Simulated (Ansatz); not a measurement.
Run on HfO$_{2}$ (fluorite type): DFT, PBE, all-electron LAPW, scalar-relativistic (Ansatz 0.2.0). This run: fluorite relaxed under pressure.

The cell comes from a relaxation on PAW files under the same functional, begun from a prototype that needn't be the stable phase.

Command: `ansatz run input.yaml --threads 2 --pin off --max-ram 5120MiB --backend cpu --events-out ev --progress --plain --runs-dir out` It took 83 s on 2 threads of Intel(R) Xeon(R) Processor @ 2.50GHz (Skylake/Cascade Lake) (shared host), peak memory 0.68 GiB.

```yaml
crystal:
  lattice:
    - [0.0, 2.2669846846, 2.2669846846]
    - [2.2669846846, 0.0, 2.2669846846]
    - [2.2669846846, 2.2669846846, 0.0]
  atoms:
    - { symbol: Hf, position: [0.0, 0.0, 0.0] }
    - { symbol: O, position: [0.25, 0.25, 0.25] }
    - { symbol: O, position: [0.75, 0.75, 0.75] }
kpoints:
  mp_grid: { grid: [12, 12, 12] }
scf:
  occupations: { method: fermi_dirac, width: 0.05 }
hamiltonian:
  xc: pbe
  pseudopotentials: { kind: all_electron, lapw: { basis_error: 0.0005 } }
output:
  forces: true
  stress: true
  eigenvalues: true
relax:
  f_tol: 0.005
  max_steps: 12
  cell: { p_target: 180.0, stress_tol: 0.09 }
```

Output:

```
The last accepted step is kept in <dir> (removed where the run ends without a failure and the disk answers)
LAPW: plane waves up to 12.138 Å⁻¹, error target 5.0e-4 eV per atom; small_component_spin mean_spin; O in spheres of 0.804 Å, 8 of its electrons in bands, Dirac shells []; Hf in spheres of 1.100 Å, 44 of its electrons in bands, Dirac shells [] (how accurate: hamiltonian.pseudopotentials.lapw.basis_error, Limitations)
Engine: ansatz 0.2.0
Pseudopotentials: kind: all_electron
Pseudopotential: Hf, LAPW, valence charge 44, lapw/all_electron/scalar/gaussian/Hf, Koelling and Harmon's equation, gaussian nucleus
Pseudopotential: O, LAPW, valence charge 8, lapw/all_electron/scalar/gaussian/O, Koelling and Harmon's equation, gaussian nucleus
Functional definition: PBE
  parameter kappa = 0.804
  parameter beta = 0.06672455060314922
  exchange = pbe_x(kappa = kappa, mu = beta*pi^2/3)
  correlation = pbe_c(beta = beta)
Crystal: 3 atoms, lattice volume = 23.301 Å³
Basis set: ecut = 561.372921220934 eV, 725 PW (Γ), exchange–correlation at level 2
Bands: 36, of which v1, the nominal top of the filled ones, is band 30 counted from 1 (29 counted from 0)
Symmetry: 48 space group operations
Space group: Fm-3m (ITA 225), of the structure as read, at distance tolerance 2.9e-5 Å
k-points: 72 of 1728
Non-local potential: Hf, projectors of the file, none
Non-local potential: O, projectors of the file, none
Initial density: superposition of atomic densities (chi_scale 0.1, normalization cell, long waves kept (reshape's long-wave potential 0.00 eV rms))
Initial wavefunctions: plane waves of lowest kinetic energy (no species holds an atomic orbital)
Functional: x = pbe(κ = 0.804, μ = 0.2195149727645171), c = pbe(β = 0.06672455060314922)
iter 1 solved again at ethr=1.38e-2 eV; its pass at ethr=1.00e-1 eV (dr2=8.26e0 eV) is discarded
SCF iter   1: F=—  HF=-414352.539060 eV  |F-HF|=—  |Δ(HF+E_count)|=         —  Δρ=2.00e-1  dr2=8.26e0  ethr=1.38e-2  ⟨swp⟩=2.0  Hψ=16545  notcnv=0
preconditioner: auto → none  [insulator: Δε(μ)=7.340 eV  Ē_g=21.961 eV  σ=0.050 eV  W_gap=1.00  n_scr=14 (ndim 8)  ℏωp=46.2 eV  f_vac=0.002  D(μ)=0.00/eV (n_scr^D=0)  ε∞_Penn≈5.4]
iter 2 solved again at ethr=7.37e-4 eV; its pass at ethr=1.38e-2 eV (dr2=4.42e-1 eV) is discarded
SCF iter   2: F=—  HF=-414348.727358 eV  |F-HF|=—  |Δ(HF+E_count)|=    3.81e0  Δρ=5.33e-2  dr2=4.42e-1  ethr=7.37e-4  ⟨swp⟩=2.0  Hψ=13165  notcnv=0
SCF iter   3: F=—  HF=-414348.118975 eV  |F-HF|=—  |Δ(HF+E_count)|=   6.08e-1  Δρ=2.22e-2  dr2=1.05e-1  ethr=7.37e-4  ⟨swp⟩=3.0  Hψ=8518  notcnv=0
SCF iter   4: F=—  HF=-414348.105898 eV  |F-HF|=—  |Δ(HF+E_count)|=         —  Δρ=8.07e-3  dr2=1.28e-2  ethr=1.75e-4  ⟨swp⟩=2.0  Hψ=7920  notcnv=0
the basis was enlarged: its passes take 691.6 KiB over the memory plan, 2 of 2 planned eigensolver slots
SCF iter   5: F=—  HF=-414348.102123 eV  |F-HF|=—  |Δ(HF+E_count)|=   3.77e-3  Δρ=1.06e-3  dr2=1.46e-4  ethr=2.13e-5  ⟨swp⟩=2.1  Hψ=7928  notcnv=0
SCF iter   6: F=—  HF=-414348.102078 eV  |F-HF|=—  |Δ(HF+E_count)|=   4.54e-5  Δρ=3.58e-4  dr2=8.96e-6  ethr=2.43e-7  ⟨swp⟩=2.8  Hψ=7575  notcnv=0
SCF iter   7: F=—  HF=-414348.102098 eV  |F-HF|=—  |Δ(HF+E_count)|=   2.05e-5  Δρ=4.06e-5  dr2=3.85e-7  ethr=1.49e-8  ⟨swp⟩=3.0  Hψ=8161  notcnv=0
SCF iter   8: F=-414348.102098 eV  HF=-414348.102098 eV  |F-HF|=2.73e-8  |Δ(HF+E_count)|=   6.19e-8  Δρ=1.11e-5  dr2=3.05e-8  ethr=6.42e-10  ⟨swp⟩=2.7  Hψ=7542  notcnv=0
SCF 1 converged in 8 iterations: F = -414348.102098 eV  dr2 = 3.05e-8
relax step   1: F+E_penalty+E_count = -414348.10209827 eV  Δ(F+E_penalty+E_count) = +0.000e0 eV  max|allowed force component| = 4.626e-18 eV/Å  Δτ_max = 0.0000 Å  P = +180.229 GPa  Ω = 23.301 Å³  (8 SCF iters, accepted)
Crystal: 3 atoms, lattice volume = 23.309 Å³
Basis set: ecut = 561.2391950078123 eV, 725 PW (Γ), exchange–correlation at level 2
Initial density: handed on by an earlier stage of this run
Initial wavefunctions: those handed on with the density
iter 1 solved again at ethr=2.00e-10 eV; its pass at ethr=1.00e-1 eV (dr2=1.20e-7 eV) is discarded
SCF iter   1: F=—  HF=-414348.111459 eV  |F-HF|=—  |Δ(HF+E_count)|=         —  Δρ=2.64e-5  dr2=1.52e-7  ethr=2.00e-10  ⟨swp⟩=5.0  Hψ=13743  notcnv=0
preconditioner: auto → none  [insulator: Δε(μ)=4.297 eV  Ē_g=21.808 eV  σ=0.050 eV  W_gap=1.00  n_scr=14 (ndim 8)  ℏωp=46.1 eV  f_vac=0.084  D(μ)=0.00/eV (n_scr^D=0)  ε∞_Penn≈5.5]
SCF iter   2: F=-414348.111459 eV  HF=-414348.111459 eV  |F-HF|=1.79e-8  |Δ(HF+E_count)|=   5.77e-8  Δρ=1.01e-5  dr2=1.93e-8  ethr=2.00e-10  ⟨swp⟩=2.0  Hψ=7488  notcnv=0
SCF 2 converged in 2 iterations: F = -414348.111459 eV  dr2 = 1.93e-8
relax step   2: F+E_penalty+E_count = -414348.11145874 eV  Δ(F+E_penalty+E_count) = -9.360e-3 eV  max|allowed force component| = 6.206e-17 eV/Å  Δτ_max = 0.0000 Å  P = +179.915 GPa  Ω = 23.309 Å³  (2 SCF iters, accepted)
iter 1 solved again at ethr=3.21e-11 eV; its pass at ethr=1.00e-1 eV (dr2=1.93e-8 eV) is discarded
SCF iter   1: F=—  HF=-414348.111459 eV  |F-HF|=—  |Δ(HF+E_count)|=         —  Δρ=1.01e-5  dr2=1.93e-8  ethr=3.21e-11  ⟨swp⟩=3.0  Hψ=11880  notcnv=0
preconditioner: auto → none  [insulator: Δε(μ)=4.296 eV  Ē_g=21.808 eV  σ=0.050 eV  W_gap=1.00  n_scr=14 (ndim 8)  ℏωp=46.1 eV  f_vac=0.084  D(μ)=0.00/eV (n_scr^D=0)  ε∞_Penn≈5.5]
SCF iter   2: F=-414348.111459 eV  HF=-414348.111459 eV  |F-HF|=2.39e-9  |Δ(HF+E_count)|=   4.68e-8  Δρ=4.65e-6  dr2=3.45e-9  ethr=3.21e-11  ⟨swp⟩=2.0  Hψ=7488  notcnv=0
SCF 3 converged in 2 iterations: F = -414348.111459 eV  dr2 = 3.45e-9
relax step   3: F+E_penalty+E_count = -414348.11145872 eV  Δ(F+E_penalty+E_count) = +1.478e-8 eV  max|allowed force component| = 5.050e-17 eV/Å  Δτ_max = 0.0000 Å  P = +179.914 GPa  Ω = 23.309 Å³  stress off target by 8.57e-2 GPa  SCF on the basis re-selected at this cell (its energy is not comparable with the rows above)  (2 SCF iters)
basis re-selected at this cell: Δ(F+E_penalty+E_count) = +1.478e-8 eV, ΔP = -0.001 GPa vs the last step (what re-selecting the basis moved, after the strain that the cell walked since its last selection, with what the two solves' SCF thresholds leave and, on support functions, any second-order correction that the steps lacked; it is no measure of the basis error at this ecutwfc). This SCF's stress stands 8.57e-2 GPa from its target on what of the cell is left free (relax.cell.stress_tol is 9.00e-2 GPa) and its largest allowed force component is 5.05e-17 eV/Å (relax.f_tol is 5.00e-3 eV/Å): within both
SCF converged after 2 iterations
Free energy (F): -414348.111459 eV
Harris-Foulkes:  -414348.111459 eV  (|F-HF|=2.39e-9)
Internal energy: -414348.111459 eV  (E = F + TS)
E sigma→0 (E₀):  -414348.111459 eV
Fermi energy:    26.672198 eV
--- Per-component energies (eV) ---
  E_band       = -6311.955963
  E_kinetic    = 460648.648345
  E_xc         = -8897.329170
  E_electrostatic = -866099.430634  (all electrons and nuclei)
  E_smearing   = -0.000000  (= −TS)
  E_closure    = 0.000000  (closes the sum)
  E_atoms      = -414324.728036  (free atoms, spherical and without spin; not in F)
  Σ components = -414348.111459   (vs F -414348.111459, Δ=0.00e0)
  Basis errors (estimates in eV, not in F): energy 2.1e-4 per atom: plane waves 1.8e-4 (1.1e-4 summed), levels above the bands 6.6e-129, relativity 4.1e-8, radial functions 2.1e-5, core shells 4.7e-12; eigenvalues (radial functions only) 7.6e-7; not estimated: angular momenta, meshes, grids; target (lapw.basis_error) 5.0e-4; muffin-tin radii O 0.804 Å, Hf 1.100 Å
--- Forces (eV/Å), atoms counted from 1 ---
  atom   1  Hf    -0.00000000     0.00000000    -0.00000000
  atom   2  O      0.00000000     0.00000000     0.00000000
  atom   3  O     -0.00000000    -0.00000000    -0.00000000
  max |Σ_I F_I| component: 1.16e-17 eV/Å
--- Stress (GPa, compression-positive) ---
      179.914284       0.000000       0.000000
        0.000000     179.914284       0.000000
        0.000000       0.000000     179.914284
  P = ⅓ Tr σ = 179.9143 GPa (1799.143 kbar)
--- Band table (eV; the first three rows and the last of 72) ---
  k-point 0: bands = ["-479.5796", "-479.3617", "-479.3617", "-346.3088", "-346.3088", "-346.3088", "-174.2063", "-174.2063", "-174.1775", "-174.1775", "-174.1775", "-35.3079", "-4.0067", "-4.0067", "-4.0067", "3.2998", "7.7430", "15.0204", "15.0204", "15.0204", "15.2457", "15.2457", "15.2457", "15.7243", "16.4801", "16.4801", "16.4801", "23.6863", "23.6863", "23.6863", "28.7977", "28.7977", "32.7800", "39.6310", "39.6310", "39.6310"]
  k-point 1: bands = ["-479.5796", "-479.3617", "-479.3617", "-346.3088", "-346.3088", "-346.3088", "-174.2063", "-174.2063", "-174.1775", "-174.1775", "-174.1775", "-35.3021", "-4.1672", "-4.0205", "-4.0205", "3.5411", "7.5961", "15.0230", "15.0262", "15.0262", "15.2194", "15.2194", "15.2459", "15.5122", "16.6094", "16.6094", "17.0268", "23.4509", "23.4509", "23.4669", "29.0880", "29.0880", "33.0476", "38.7913", "39.3137", "39.3137"]
  k-point 2: bands = ["-479.5796", "-479.3617", "-479.3617", "-346.3088", "-346.3088", "-346.3088", "-174.2063", "-174.2063", "-174.1775", "-174.1775", "-174.1775", "-35.2862", "-4.5647", "-4.0581", "-4.0581", "4.1335", "7.2830", "15.0338", "15.0409", "15.0409", "15.1719", "15.1719", "15.2465", "15.3077", "16.9356", "16.9356", "18.0969", "22.9171", "22.9509", "22.9509", "29.7067", "29.7067", "33.4884", "37.6813", "38.6950", "38.6950"]
  k-point 71: bands = ["-479.5796", "-479.3617", "-479.3617", "-346.3088", "-346.3088", "-346.3088", "-174.2063", "-174.2063", "-174.1775", "-174.1775", "-174.1775", "-35.1916", "-5.2839", "-5.2839", "-4.5317", "6.9425", "6.9425", "14.9267", "15.0295", "15.1080", "15.1080", "15.1617", "15.2347", "15.2347", "17.5655", "17.6132", "21.1664", "21.1664", "22.2618", "24.1602", "30.5106", "31.1278", "34.7658", "34.7658", "36.0667", "40.0068"]
--- Relaxed structure (2 steps of the walk, 2 accepted, 1 SCFs on fresh bases) ---
  F+E_penalty+E_count = -414348.11145872 eV   max|allowed force component| = 5.050e-17 eV/Å   (the final SCF, on the basis selected at the relaxed cell)
  cell:  # Å, volume = 23.3094 Å³
    - [2.2292252643918205e-35, 2.267254745229902, 2.267254745229902]
    - [2.267254745229902, 3.1846075205597434e-36, 2.267254745229902]
    - [2.267254745229902, 2.267254745229902, 1.9107645123358462e-35]
  atoms:
    - { symbol: Hf, position: [-4.240404289168798e-36, 4.166658127618037e-36, 3.797927319864227e-36] }
    - { symbol: O, position: [0.25, 0.25, 0.25] }
    - { symbol: O, position: [0.7499999999999999, 0.7499999999999999, 0.7499999999999999] }
```

Next run (single point at the cell that PAW relaxed from the rutile type at 180 GPa), as changes to the input before:

```diff
   lattice:
-    - [0.0, 2.2669846846, 2.2669846846]
-    - [2.2669846846, 0.0, 2.2669846846]
-    - [2.2669846846, 2.2669846846, 0.0]
+    - [4.1370381134, 0.0, 0.0]
+    - [0.0, 4.1370381134, 0.0]
+    - [0.0, 0.0, 3.0406923655]
   atoms:
-    - { symbol: O, position: [0.25, 0.25, 0.25] }
-    - { symbol: O, position: [0.75, 0.75, 0.75] }
+    - { symbol: Hf, position: [0.5, 0.5, 0.5] }
+    - { symbol: O, position: [0.3099669537, 0.3099669537, 0.0] }
+    - { symbol: O, position: [0.6900330463, 0.6900330463, 0.0] }
+    - { symbol: O, position: [0.8099669537, 0.1900330463, 0.5] }
+    - { symbol: O, position: [0.1900330463, 0.8099669537, 0.5] }
 kpoints:
-  mp_grid: { grid: [12, 12, 12] }
+  mp_grid: { grid: [8, 8, 11] }
 scf:
   eigenvalues: true
-relax:
-  f_tol: 0.005
-  max_steps: 12
-  cell: { p_target: 180.0, stress_tol: 0.09 }
+  populations: true
```

Results part of the output:

```
SCF 1 converged in 10 iterations: F = -828694.574583 eV  dr2 = 6.96e-9
SCF converged after 10 iterations
Free energy (F): -828694.574583 eV
Harris-Foulkes:  -828694.574583 eV  (|F-HF|=1.63e-9)
Internal energy: -828694.574583 eV  (E = F + TS)
E sigma→0 (E₀):  -828694.574583 eV
Fermi energy:    23.207843 eV
--- Per-component energies (eV) ---
  E_band       = -12984.201535
  E_kinetic    = 921316.118017
  E_xc         = -17793.417892
  E_electrostatic = -1732217.274708  (all electrons and nuclei)
[... lines left out ...]
  k-point 1: bands = ["-482.7626", "-482.7626", "-482.7626", "-482.7626", "-482.4582", "-482.4582", "-349.2087", "-349.2087", "-349.1742", "-349.1742", "-349.1703", "-349.1703", "-177.0903", "-177.0903", "-177.0809", "-177.0809", "-177.0578", "-177.0578", "-177.0528", "-177.0528", "-177.0316", "-177.0316", "-38.2596", "-38.1784", "-8.5718", "-8.5718", "-7.5518", "-7.3520", "-7.3520", "-7.2184", "1.2516", "2.1034", "5.2614", "5.2614", "12.0033", "12.0252", "12.0252", "12.1808", "12.2004", "12.2004", "12.2853", "12.2917", "12.2917", "12.3048", "12.3211", "12.3348", "12.5560", "12.5560", "13.4542", "13.5306", "13.6298", "15.2335", "15.2335", "18.4128", "18.4128", "18.5445", "19.6779", "19.9086", "21.0219", "21.0219", "25.5507", "26.2029", "27.2998", "27.4037", "27.4037", "31.2089", "31.6019", "33.6094", "33.6094", "33.9956", "36.7625", "36.7625"]
  k-point 2: bands = ["-482.7626", "-482.7626", "-482.7626", "-482.7626", "-482.4582", "-482.4582", "-349.2087", "-349.2087", "-349.1742", "-349.1742", "-349.1703", "-349.1703", "-177.0903", "-177.0903", "-177.0809", "-177.0809", "-177.0578", "-177.0578", "-177.0528", "-177.0528", "-177.0316", "-177.0316", "-38.2424", "-38.1711", "-8.4734", "-8.4734", "-7.9165", "-7.6543", "-7.3582", "-7.3582", "1.8955", "2.6360", "4.8484", "4.8484", "12.0082", "12.0379", "12.0379", "12.1210", "12.2033", "12.2033", "12.2462", "12.2518", "12.2675", "12.2976", "12.2976", "12.3343", "12.4462", "12.4462", "13.9209", "13.9950", "14.1315", "15.6260", "15.6260", "17.7354", "18.4584", "18.4584", "18.8586", "19.5027", "20.8426", "20.8426", "26.2804", "26.5510", "27.1376", "27.6783", "27.6783", "30.7497", "32.0170", "34.3177", "34.3177", "34.4356", "36.6091", "36.6091"]
  k-point 89: bands = ["-482.7626", "-482.7626", "-482.7626", "-482.7626", "-482.4582", "-482.4582", "-349.2087", "-349.2087", "-349.1742", "-349.1742", "-349.1703", "-349.1703", "-177.0903", "-177.0903", "-177.0809", "-177.0809", "-177.0578", "-177.0578", "-177.0528", "-177.0528", "-177.0316", "-177.0316", "-38.1658", "-38.1658", "-8.8306", "-8.8306", "-8.1463", "-8.1463", "-7.4696", "-7.4696", "3.5612", "3.5612", "4.1924", "4.1924", "12.1100", "12.1100", "12.1376", "12.1376", "12.1884", "12.1884", "12.2340", "12.2340", "12.2518", "12.2518", "12.2789", "12.2789", "12.3281", "12.3281", "14.5738", "14.5738", "15.7765", "15.7765", "16.6235", "16.6235", "18.6733", "18.6733", "19.7115", "19.7115", "20.2397", "20.2397", "27.0005", "27.0005", "27.5491", "27.5491", "28.8191", "28.8191", "31.4142", "31.4142", "34.6240", "34.6240", "35.8885", "35.8885"]
--- Löwdin populations: 6 sites ---
  site symbol       q [e]
     0     Hf     70.8384
     1     Hf     70.8384
     2      O      8.5391
     3      O      8.5391
     4      O      8.5391
     5      O      8.5391
  spilling = 0.000949 (of n_electrons = 176.000000)
```

Next run (CdI2 relaxed under pressure), as changes to the input before:

```diff
   lattice:
-    - [4.1370381134, 0.0, 0.0]
-    - [0.0, 4.1370381134, 0.0]
-    - [0.0, 0.0, 3.0406923655]
+    - [3.1265795847, 0.0, 0.0]
+    - [-1.5632897924, 2.7076973473, 0.0]
+    - [0.0, 0.0, 2.6629303595]
   atoms:
-    - { symbol: Hf, position: [0.5, 0.5, 0.5] }
-    - { symbol: O, position: [0.3099669537, 0.3099669537, 0.0] }
-    - { symbol: O, position: [0.6900330463, 0.6900330463, 0.0] }
-    - { symbol: O, position: [0.8099669537, 0.1900330463, 0.5] }
-    - { symbol: O, position: [0.1900330463, 0.8099669537, 0.5] }
+    - { symbol: O, position: [0.3333333333, 0.6666666667, 0.2862805475] }
+    - { symbol: O, position: [0.6666666667, 0.3333333333, 0.7137194525] }
 kpoints:
-  mp_grid: { grid: [8, 8, 11] }
+  mp_grid: { grid: [14, 14, 8] }
 scf:
   eigenvalues: true
-  populations: true
+relax:
+  f_tol: 0.005
+  max_steps: 12
+  cell: { p_target: 180.0, stress_tol: 0.09 }
```

Results part of the output:

```
basis re-selected at this cell: Δ(F+E_penalty+E_count) = +2.582e-7 eV, ΔP = -0.002 GPa vs the last step (what re-selecting the basis moved, after the strain that the cell walked since its last selection, with what the two solves' SCF thresholds leave and, on support functions, any second-order correction that the steps lacked; it is no measure of the basis error at this ecutwfc). This SCF's stress stands 3.03e-2 GPa from its target on what of the cell is left free (relax.cell.stress_tol is 9.00e-2 GPa) and its largest allowed force component is 1.02e-3 eV/Å (relax.f_tol is 5.00e-3 eV/Å): within both
SCF converged after 2 iterations
Free energy (F): -414345.256155 eV
Harris-Foulkes:  -414345.256155 eV  (|F-HF|=1.95e-8)
Internal energy: -414345.252584 eV  (E = F + TS)
E sigma→0 (E₀):  -414345.254370 eV
Entropy (-TS):   -0.003571 eV (-1.190 meV/atom)
Fermi energy:    26.046936 eV
--- Per-component energies (eV) ---
  E_band       = -6267.007006
  E_kinetic    = 460643.069883
  E_xc         = -8895.474754
  E_electrostatic = -866092.847713  (all electrons and nuclei)
  E_smearing   = -0.003571  (= −TS)
  E_closure    = 0.000000  (closes the sum)
  E_atoms      = -414324.728036  (free atoms, spherical and without spin; not in F)
  Σ components = -414345.256155   (vs F -414345.256155, Δ=0.00e0)
[... lines left out ...]
       -0.000000      -0.000000     180.030281
  P = ⅓ Tr σ = 180.0302 GPa (1800.302 kbar)
--- Band table (eV; the first three rows and the last of 168) ---
  k-point 0: bands = ["-479.2650", "-478.0587", "-478.0587", "-346.0747", "-345.9486", "-345.9486", "-173.9361", "-173.8990", "-173.8990", "-173.7958", "-173.7958", "-34.9403", "-3.5201", "-3.5201", "-3.3264", "4.2918", "9.9558", "15.4197", "15.4197", "15.4857", "15.4857", "15.5108", "15.7065", "16.0289", "18.0395", "18.0395", "19.2564", "25.4970", "25.4970", "26.2317", "28.6698", "32.3662", "32.3662", "37.8130", "37.8879", "38.3363"]
  k-point 1: bands = ["-479.2650", "-478.0587", "-478.0587", "-346.0747", "-345.9486", "-345.9486", "-173.9361", "-173.8990", "-173.8990", "-173.7958", "-173.7958", "-34.9129", "-3.7201", "-3.4827", "-3.4827", "4.6148", "9.8435", "15.4364", "15.4364", "15.4577", "15.4577", "15.4830", "15.7069", "15.9424", "18.2420", "18.2420", "19.5721", "25.0724", "25.0724", "25.6273", "29.1278", "31.5570", "31.5570", "38.4291", "38.4656", "38.4656"]
  k-point 2: bands = ["-479.2650", "-478.0587", "-478.0587", "-346.0747", "-345.9486", "-345.9486", "-173.9361", "-173.8990", "-173.8990", "-173.7958", "-173.7958", "-34.8462", "-4.5720", "-3.3911", "-3.3911", "5.4244", "9.4510", "15.4007", "15.4007", "15.4316", "15.4809", "15.4809", "15.7078", "15.7674", "18.7678", "18.7678", "20.1103", "24.1180", "24.1180", "24.2861", "29.8933", "29.8933", "31.0351", "38.8432", "38.8432", "39.7774"]
  k-point 167: bands = ["-479.2650", "-478.0587", "-478.0587", "-346.0747", "-345.9486", "-345.9486", "-173.9360", "-173.8990", "-173.8990", "-173.7958", "-173.7958", "-34.6735", "-5.1291", "-4.3225", "-4.1005", "7.5726", "8.1562", "15.2951", "15.4770", "15.4907", "15.5451", "15.5686", "15.5868", "15.6093", "18.4297", "18.7143", "21.9209", "22.6764", "24.2097", "24.6215", "32.7100", "32.9875", "36.6117", "36.7016", "36.8333", "39.6790"]
--- Relaxed structure (4 steps of the walk, 4 accepted, 1 SCFs on fresh bases) ---
  F+E_penalty+E_count = -414345.25615541 eV   max|allowed force component| = 1.022e-3 eV/Å   (the final SCF, on the basis selected at the relaxed cell)
  cell:  # Å, volume = 22.5339 Å³
    - [3.1277943787690297, 2.8878765122688953e-11, 9.094710575981202e-33]
    - [-1.5638971894095246, 2.708749389813707, -2.3253449985781988e-32]
    - [7.746030525725075e-33, -1.8396822498597058e-32, 2.6596754924784167]
  atoms:
    - { symbol: Hf, position: [5.332760327351759e-35, 7.92780411487487e-35, -1.976662114355723e-82] }
    - { symbol: O, position: [0.33333333333333337, 0.6666666666666665, 0.28653967068609076] }
    - { symbol: O, position: [0.6666666666666666, 0.3333333333333333, 0.7134603293139092] }
```

Spin–orbit coupling is left out, which matters for the heavy atoms.
